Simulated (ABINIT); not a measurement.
# WC (Fm-3m) in ABINIT: reference runs

Reference runs on WC: the cell as given and a disturbed copy.

All numbers are computed with ABINIT 10.8.3 (patched build); they aren't measurements. Logs are shortened: lines on timing, memory, paths and dates and some standing lists are left out, and cuts for length are marked. The log counts tension as positive stress, the text compression.

## Step 1: Starting point

The structure is cubic, space group Fm-3m (No. 225). The conventional cell has a = 4.385 Å, b = 4.385 Å, c = 4.385 Å, α = 90.00°, β = 90.00°, γ = 90.00°. W (site symmetry m-3m) is surrounded by 6 C at 2.19 Å. Around C (site symmetry m-3m) lie 6 W at 2.19 Å.

Measurements of this composition are mostly on another form, of space group No. 187.

## Step 2: Single point, PBE

Input file run.abi:

```
pp_dirpath "./"
pseudos "W.GGA_PBE-JTH.xml, C.GGA_PBE-JTH.xml"

acell 3.1009234508 3.1009234508 3.1009234508 Angstrom
rprim
     0.0000000000     0.7071067812     0.7071067812
     0.7071067812     0.0000000000     0.7071067812
     0.7071067812     0.7071067812     0.0000000000
ntypat 2
znucl 74 6
natom 2
typat 1 2
xred
     0.0000000000     0.0000000000     0.0000000000
     0.5000000000     0.5000000000     0.5000000000

ecut 19.0
pawecutdg 38.0
pawxcdev 0

kptopt 1
ngkpt 10 10 10
nshiftk 1
shiftk 0.0 0.0 0.0

ixc 11

nband 13
occopt 3
tsmear 0.05 eV

nstep 100
tolvrs 1.0e-9

iomode 3
prtwf 0
prtden 0
prteig 0
prtebands 0
```

Potentials or basis: JTH PAW PBE v2.0.

On the command line:

```bash
$ abinit run.abi > log 2>&1
```

run.abo:

```text
.Version 10.8.3 of ABINIT
 Symmetries : space group Fm -3 m (#225); Bravais cF (face-center cubic)
================================================================================
 Values of the parameters that define the memory need of the present run
     intxc =       0    ionmov =       0      iscf =      17    lmnmax =      18
     lnmax =       6     mgfft =      24  mpssoang =       3    mqgrid =    3001
     natom =       2  nloc_mem =       2    nspden =       1   nspinor =       1
    nsppol =       1      nsym =      48    n1xccc =       1    ntypat =       2
    occopt =       3   xclevel =       2
       mpw =         571          nfft =       13824          nkpt =          47
 PAW method is used; the additional fine FFT grid is defined by:
   mgfftf=        36    nfftf =     46656
================================================================================
================================================================================

--------------------------------------------------------------------------------
------------- Echo of variables that govern the present computation ------------
--------------------------------------------------------------------------------
 -outvars: echo values of preprocessed input variables --------
            acell      5.8598960594E+00  5.8598960594E+00  5.8598960594E+00 Bohr
              amu      1.83850000E+02  1.20110000E+01
             ecut      1.90000000E+01 Hartree
              ixc          11
         kptrlatt       10    0    0      0   10    0      0    0   10
          kptrlen      5.85989606E+01
            natom           2
            nband          13
            ngfft          24      24      24
          ngfftdg          36      36      36
             nkpt          47
            nstep         100
             nsym          48
           ntypat           2
           occopt           3
        pawecutdg      3.80000000E+01 Hartree
         pawxcdev           0
           prtden           0
        prtebands           0
           prteig           0
            prtwf           0
            rprim      0.0000000000E+00  7.0710678120E-01  7.0710678120E-01
                       7.0710678120E-01  0.0000000000E+00  7.0710678120E-01
                       7.0710678120E-01  7.0710678120E-01  0.0000000000E+00
          spgroup         225
           tolvrs      1.00000000E-09
           tsmear      1.83746611E-03 Hartree
            typat      1  2
           useylm           1
           xangst      0.0000000000E+00  0.0000000000E+00  0.0000000000E+00
                       2.1926840000E+00  2.1926840000E+00  2.1926840000E+00
            xcart      0.0000000000E+00  0.0000000000E+00  0.0000000000E+00
                       4.1435722407E+00  4.1435722407E+00  4.1435722407E+00
             xred      0.0000000000E+00  0.0000000000E+00  0.0000000000E+00
                       5.0000000000E-01  5.0000000000E-01  5.0000000000E-01
            znucl       74.00000    6.00000

================================================================================

 chkinp: Checking input parameters for consistency.

================================================================================
== DATASET  1 ==================================================================

--- !DatasetInfo
iteration_state: {dtset: 1, }
dimensions: {natom: 2, nkpt: 47, mband: 13, nsppol: 1, nspinor: 1, nspden: 1, mpw: 571, }
cutoff_energies: {ecut:  19.0, pawecutdg:  38.0, }
electrons: {nelect:   1.80000000E+01, charge:   0.00000000E+00, occopt:   3.00000000E+00, tsmear:   1.83746611E-03, }
meta: {optdriver: 0, ionmov: 0, optcell: 0, iscf: 17, paral_kgb: 0, }
...

 Exchange-correlation functional for the present dataset will be:
  GGA: Perdew-Burke-Ernzerhof functional - ixc=11
  J.P.Perdew, K.Burke, M.Ernzerhof, PRL 77, 3865 (1996)

 Real(R)+Recip(G) space primitive vectors, cartesian coordinates (Bohr,Bohr^-1):
 R(1)=  0.0000000  4.1435722  4.1435722  G(1)= -0.1206688  0.1206688  0.1206688
 R(2)=  4.1435722  0.0000000  4.1435722  G(2)=  0.1206688 -0.1206688  0.1206688
 R(3)=  4.1435722  4.1435722  0.0000000  G(3)=  0.1206688  0.1206688 -0.1206688
 Unit cell volume ucvol=  1.4228357E+02 bohr^3
 Angles (23,13,12)=  6.00000000E+01  6.00000000E+01  6.00000000E+01 degrees

 Coarse grid specifications (used for wave-functions):

 getcut: wavevector=  0.0000  0.0000  0.0000  ngfft=  24  24  24
         ecut(hartree)=     19.000   => boxcut(ratio)=   2.08727

 Fine grid specifications (used for densities):

 getcut: wavevector=  0.0000  0.0000  0.0000  ngfft=  36  36  36
         ecut(hartree)=     38.000   => boxcut(ratio)=   2.21389

 getcut : COMMENT -
  Note that boxcut > 2.2 ; recall that boxcut=Gcut(box)/Gcut(sphere) = 2
  is sufficient for exact treatment of convolution.
  Such a large boxcut is a waste : you could raise ecut
  e.g. ecut=   46.562355 Hartrees makes boxcut=2

--- Pseudopotential description ------------------------------------------------
- pspini: atom type   1  psp file is ./W.GGA_PBE-JTH.xml
 Pseudopotential format is: paw10
 basis_size (lnmax)=  6 (lmn_size= 18), orbitals=   0   0   1   1   2   2
 Spheres core radius: rc_sph= 2.41188978
 Shapefunction is BESSEL type: shapef(r,l)=aa(1,l)*jl(q(1,l)*r)+aa(2,l)*jl(q(2,l)*r)
 Radius for shape functions =  2.10354610
 Compensation charge density is not taken into account in XC energy/potential

- pspini: atom type   2  psp file is ./C.GGA_PBE-JTH.xml
 Pseudopotential format is: paw10
 basis_size (lnmax)=  4 (lmn_size=  8), orbitals=   0   0   1   1
 Spheres core radius: rc_sph= 1.50736703
 Shapefunction is SIN type: shapef(r)=[sin(pi*r/rshp)/(pi*r/rshp)]**2
 Radius for shape functions =  1.30052589
 Compensation charge density is not taken into account in XC energy/potential

   9.26042540E+02                                ecore*ucvol(ha*bohr**3)
--------------------------------------------------------------------------------

================================================================================

--- !BeginCycle
iteration_state: {dtset: 1, }
solver: {iscf: 17, nstep: 100, nline: 4, wfoptalg: 10, }
tolerances: {tolvrs: 1.00E-09, }
...

     iter   Etot(hartree)      deltaE(h)  residm     nres2
 ETOT  1  -72.384217193500    -7.238E+01 1.496E+01 9.583E+00
 ETOT  2  -74.794720175839    -2.411E+00 5.873E-02 1.302E+01
 ETOT  3  -74.761243543280     3.348E-02 1.467E-02 1.777E+00
 ETOT  4  -74.759600674423     1.643E-03 3.871E-03 7.732E-01
 ETOT  5  -74.757602568656     1.998E-03 1.482E-03 8.351E-02
 ETOT  6  -74.757787024204    -1.845E-04 4.460E-04 9.220E-02
 ETOT  7  -74.757582056678     2.050E-04 4.038E-04 2.609E-03
 ETOT  8  -74.757598275839    -1.622E-05 1.537E-03 1.875E-03
 ETOT  9  -74.757597463309     8.125E-07 9.685E-04 1.615E-03
 ETOT 10  -74.757592985885     4.477E-06 9.312E-05 1.771E-04
 ETOT 11  -74.757593239476    -2.536E-07 7.024E-05 1.132E-04
 ETOT 12  -74.757593272548    -3.307E-08 6.003E-05 1.064E-04
 ETOT 13  -74.757593092062     1.805E-07 2.914E-05 5.188E-06
 ETOT 14  -74.757593097780    -5.718E-09 4.325E-05 4.967E-06
 ETOT 15  -74.757593095211     2.569E-09 1.193E-05 3.277E-06
 ETOT 16  -74.757593087856     7.355E-09 2.924E-05 1.057E-07
 ETOT 17  -74.757593088395    -5.397E-10 4.822E-06 9.131E-08
 ETOT 18  -74.757593088272     1.237E-10 1.917E-05 1.908E-09
 ETOT 19  -74.757593088283    -1.164E-11 2.486E-06 5.065E-09
 ETOT 20  -74.757593088276     7.802E-12 1.248E-05 7.421E-11

 At SCF step   20       nres2   =  7.42E-11 < tolvrs=  1.00E-09 =>converged.

 Cartesian components of stress tensor (hartree/bohr^3)
  sigma(1 1)=  3.15551721E-05  sigma(3 2)=  0.00000000E+00
  sigma(2 2)=  3.15551721E-05  sigma(3 1)=  0.00000000E+00
  sigma(3 3)=  3.15551721E-05  sigma(2 1)=  0.00000000E+00

--- !ResultsGS
iteration_state: {dtset: 1, }
comment   : Summary of ground state results
lattice_vectors:
- [  0.0000000,   4.1435722,   4.1435722, ]
- [  4.1435722,   0.0000000,   4.1435722, ]
- [  4.1435722,   4.1435722,   0.0000000, ]
lattice_lengths: [   5.85990,    5.85990,    5.85990, ]
lattice_angles: [ 60.000,  60.000,  60.000, ] # degrees, (23, 13, 12)
lattice_volume:   1.4228357E+02
convergence: {deltae:  7.802E-12, res2:  7.421E-11, residm:  1.248E-05, diffor: null, }
etotal    :  -7.47575931E+01
entropy   :   0.00000000E+00
fermie    :   4.17700707E-01
cartesian_stress_tensor: # hartree/bohr^3
- [  3.15551721E-05,   0.00000000E+00,   0.00000000E+00, ]
- [  0.00000000E+00,   3.15551721E-05,   0.00000000E+00, ]
- [  0.00000000E+00,   0.00000000E+00,   3.15551721E-05, ]
pressure_GPa:  -9.2839E-01
xred      :
- [  0.0000E+00,   0.0000E+00,   0.0000E+00,  W]
- [  5.0000E-01,   5.0000E-01,   5.0000E-01,  C]
cartesian_forces: # hartree/bohr
- [ -0.00000000E+00,  -0.00000000E+00,  -0.00000000E+00, ]
- [ -0.00000000E+00,  -0.00000000E+00,  -0.00000000E+00, ]
force_length_stats: {min:   0.00000000E+00, max:   0.00000000E+00, mean:   0.00000000E+00, }
...

 Integrated electronic density in atomic spheres:
 ------------------------------------------------
 Atom  Sphere_radius  Integrated_density
    1        2.41189         11.78123313
    2        1.50737          2.49232165

================================================================================

 ----iterations are completed or convergence reached----

 Mean square residual over all n,k,spin=   22.161E-09; max=  12.483E-06
 reduced coordinates (array xred) for    2 atoms
       0.000000000000      0.000000000000      0.000000000000
       0.500000000000      0.500000000000      0.500000000000
 rms dE/dt=  0.0000E+00; max dE/dt=  0.0000E+00; dE/dt below (all hartree)
    1       0.000000000000      0.000000000000      0.000000000000
    2       0.000000000000      0.000000000000      0.000000000000

 cartesian coordinates (angstrom) at end:
    1      0.00000000000000     0.00000000000000     0.00000000000000
    2      2.19268400004278     2.19268400004278     2.19268400004278

 cartesian forces (hartree/bohr) at end:
    1     -0.00000000000000    -0.00000000000000    -0.00000000000000
    2     -0.00000000000000    -0.00000000000000    -0.00000000000000
 frms,max,avg= 0.0000000E+00 0.0000000E+00   0.000E+00  0.000E+00  0.000E+00 h/b

 cartesian forces (eV/Angstrom) at end:
    1     -0.00000000000000    -0.00000000000000    -0.00000000000000
    2     -0.00000000000000    -0.00000000000000    -0.00000000000000
 frms,max,avg= 0.0000000E+00 0.0000000E+00   0.000E+00  0.000E+00  0.000E+00 e/A
 length scales=  5.859896059417  5.859896059417  5.859896059417 bohr
              =  3.100923450800  3.100923450800  3.100923450800 angstroms
 Fermi (or HOMO) energy (hartree) =   0.41770   Average Vxc (hartree)=  -0.49525
 Eigenvalues (hartree) for nkpt=  47  k points:
 kpt#   1, nband= 13, wtk=  0.00100, kpt=  0.0000  0.0000  0.0000 (reduced coord)
  -2.35736   -1.03385   -1.03385   -1.03385   -0.16550    0.31482    0.31482    0.31482
   0.37706    0.37706    0.37706    0.38077    0.38077
      occupation numbers for kpt#   1
   2.00000    2.00000    2.00000    2.00000    2.00000    2.00000    2.00000    2.00000
   2.00000    2.00000    2.00000    2.00000    2.00000
 prteigrs : prtvol=0 or 1, do not print more k-points.

--- !EnergyTerms
iteration_state     : {dtset: 1, }
comment             : Components of total free energy in Hartree
kinetic             :  1.01630115469234E+01
hartree             :  1.05962745449124E+01
xc                  : -9.82472877708296E+00
Ewald energy        : -6.60083123481053E+01
psp_core            :  6.50842938202504E+00
local_psp           : -3.04390240183433E+01
PAW spherical_terms :  4.24699417631547E+00
internal            : -7.47573554933552E+01
'-kT*entropy'       : -2.38190573532723E-04
total_energy        : -7.47575936839287E+01
total_energy_eV     : -2.03425775655349E+03
...

--- !EnergyTermsDC
iteration_state     : {dtset: 1, }
comment             : '"Double-counting" decomposition of free energy'
band_energy         : -9.20635140118685E+00
Ewald energy        : -6.60083123481053E+01
psp_core            :  6.50842938202504E+00
xc_dc               : -1.39313857179539E+01
PAW spherical_terms :  7.88026518751907E+00
internal            : -7.47573548977020E+01
'-kT*entropy'       : -2.38190573532723E-04
total_energy_dc     : -7.47575930882756E+01
total_energy_dc_eV  : -2.03425774034495E+03
...

--- !EnergyTermsWithPAWCore
iteration_state     : {dtset: 1, }
comment             : 'Components of total free energy, including PAW core contributions'
Total energy        : -1.61810138322493E+04
Total energy DC     : -1.61810138316537E+04
Total energy (eV)   : -4.40307817240898E+05
Total energy DC (eV): -4.40307817224689E+05
...

 Cartesian components of stress tensor (hartree/bohr^3)
  sigma(1 1)=  3.15551721E-05  sigma(3 2)=  0.00000000E+00
  sigma(2 2)=  3.15551721E-05  sigma(3 1)=  0.00000000E+00
  sigma(3 3)=  3.15551721E-05  sigma(2 1)=  0.00000000E+00

-Cartesian components of stress tensor (GPa)         [Pressure= -9.2839E-01 GPa]
- sigma(1 1)=  9.28385216E-01  sigma(3 2)=  0.00000000E+00
- sigma(2 2)=  9.28385216E-01  sigma(3 1)=  0.00000000E+00
- sigma(3 3)=  9.28385216E-01  sigma(2 1)=  0.00000000E+00

== END DATASET(S) ==============================================================
================================================================================

 -outvars: echo values of variables after computation  --------
            acell      5.8598960594E+00  5.8598960594E+00  5.8598960594E+00 Bohr
           etotal     -7.4757593088E+01
            fcart     -0.0000000000E+00 -0.0000000000E+00 -0.0000000000E+00
                      -0.0000000000E+00 -0.0000000000E+00 -0.0000000000E+00
            rprim      0.0000000000E+00  7.0710678120E-01  7.0710678120E-01
                       7.0710678120E-01  0.0000000000E+00  7.0710678120E-01
                       7.0710678120E-01  7.0710678120E-01  0.0000000000E+00
           strten      3.1555172109E-05  3.1555172109E-05  3.1555172109E-05
                       0.0000000000E+00  0.0000000000E+00  0.0000000000E+00
           xangst      0.0000000000E+00  0.0000000000E+00  0.0000000000E+00
                       2.1926840000E+00  2.1926840000E+00  2.1926840000E+00
             xred      0.0000000000E+00  0.0000000000E+00  0.0000000000E+00
                       5.0000000000E-01  5.0000000000E-01  5.0000000000E-01
 Calculation completed.
```

Wall time 19 s (1 thread of Arm Neoverse V2, shared host); peak memory 0.1 GiB.

Results:

| Property | Result |
| --- | --- |
| Free energy | -2034.2577 eV |
| Pressure | -0.9 GPa |
| Band gap on the k mesh | none (metal or under the smearing width) |
| Valence electrons inside the program's atomic spheres | W 11.78; C 2.49 |

Levels at points of the mesh, in eV from the Fermi level:
```tsv
k point	band 6	band 7	band 8	band 9	band 10	band 11	band 12	band 13
(0.00, 0.00, 0.00)	-2.80	-2.80	-2.80	-1.11	-1.11	-1.11	-1.01	-1.01
(0.50, 0.00, 0.00)	-9.84	-6.63	-6.63	0.99	0.99	2.27	4.90	8.72
(0.50, 0.50, 0.00)	-5.82	-5.65	-2.55	-2.55	0.81	2.22	2.22	5.38
```

Caveat: the highest band is partly filled, so the run has too few bands. The run has no spin-orbit coupling, so splittings on W are missing.

## Step 3: Single point, PBE (atoms moved at random, drawn with an rms of 0.05 Å)

Input file run.abi:

```
# Pseudopotentials
pp_dirpath "./"
pseudos "W.GGA_PBE-JTH.xml, C.GGA_PBE-JTH.xml"

# Structure
acell 5.8598960554 5.8598960554 5.8598960554
rprim
     0.0000000000     0.7071067812     0.7071067812
     0.7071067812     0.0000000000     0.7071067812
     0.7071067812     0.7071067812     0.0000000000
ntypat 2
znucl 74 6
natom 2
typat 1 2
xred
    -0.0174180000    -0.0048180000     0.0027980000
     0.5174460000     0.5059440000     0.4867750000
chkprim 0
chksymtnons 0
tolsym 1.0e-6

# Plane-wave basis
ecut 19.0
pawecutdg 38.0
pawxcdev 0

# k points
kptopt 1
ngkpt 10 10 10
nshiftk 1
shiftk 0.0 0.0 0.0

# Exchange and correlation
ixc 11

# Bands and occupations
nband 13
occopt 3
tsmear 0.05 eV

# SCF cycle
nstep 100
tolvrs 1.0e-9

# Output
iomode 3
prtwf 0
prtden 0
prteig 0
prtebands 0
enunit 1
```

Potentials or basis: JTH PAW PBE v2.0.

On the command line:

```bash
$ abinit run.abi > log 2>&1
```

Wall time 1.9 min (1 thread of Arm Neoverse V2, shared host); peak memory 0.22 GiB.

It converged, with:

```yaml
Free_energy: -2034.2176 eV
Pressure: 1.0 GPa
Largest_force: 0.743 eV/Å
Band_gap_on_the_k_mesh: none (metal or under the smearing width)
Valence_electrons_inside_the_program's_atomic_spheres: W 11.81; C 2.49
```

Forces in eV/Å, atoms in the order of the input:
```
W   -0.083  0.292  0.678
C    0.083 -0.292 -0.678
```

Stress tensor (GPa, compression positive):
```
-1.03 -0.02  0.01
-0.02 -0.18 -0.03
 0.01 -0.03  4.27
```

Levels at points of the mesh, in eV from the Fermi level:
```
           k point  band 5  band 6  band 7  band 8  band 9  band 10  band 11  band 12  band 13
(0.00, 0.00, 0.00)  -15.84   -3.08   -3.05   -2.77   -2.05    -1.22    -0.73    -0.48     0.10
(0.50, 0.00, 0.00)  -11.33   -9.74   -6.61   -6.60    1.00     1.05     2.32     4.87     8.60
(0.00, 0.50, 0.00)  -11.27   -9.80   -6.58   -6.53    0.99     1.02     2.28     4.70     8.44
(0.50, 0.50, 0.00)  -13.60   -5.82   -5.59   -2.55   -2.49     0.88     2.24     2.24     5.15
(0.00, 0.00, 0.50)  -11.28   -9.80   -6.58   -6.54    0.99     1.02     2.29     4.72     8.59
(0.50, 0.00, 0.50)  -13.60   -5.94   -5.62   -2.62   -2.33     0.98     2.24     2.25     5.39
(0.00, 0.50, 0.50)  -13.60   -5.97   -5.63   -2.65   -2.29     1.00     2.25     2.25     5.44
(0.50, 0.50, 0.50)  -11.31   -9.76   -6.61   -6.57    0.99     1.04     2.30     4.82     8.58
```

Caveat: the highest band is partly filled, so the run has too few bands. Spin-orbit coupling is left out, which matters for the levels of W.
